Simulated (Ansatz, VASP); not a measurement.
## Two plane-wave programs on Al

```
CELL_PARAMETERS angstrom
-1.56192 1.56192 1.56192
1.56192 -1.56192 1.56192
1.56192 1.56192 -1.56192
ATOMIC_POSITIONS crystal
Al 0.00000 0.00000 0.00000
```

Alike in both runs: functional LDA; k mesh 13 × 13 × 13; no spin polarisation.

Ansatz relaxed the structure, and its values are those at the end. VASP's run is a single point on that final structure, the one shown.

|  | VASP | Ansatz |
| --- | --- | --- |
| version | VASP 6.6.1 | Ansatz 0.2.0 |
| potentials or method | VASP PAW LDA potentials, release 64 (Al) | plane waves, PAW |
| plane-wave cutoff (eV) | 520 | 420 |
| occupations | methfessel-paxton of order 1, width 0.15 eV | cold, width 0.15 eV |
| valence electrons in the cell | 3 | 3 |

Ansatz gave:

| Property | Result |
| --- | --- |
| pressure (GPa) | 5.0 |

Question: Which values does VASP return?

Answer: Pressure (GPa): 5.1.
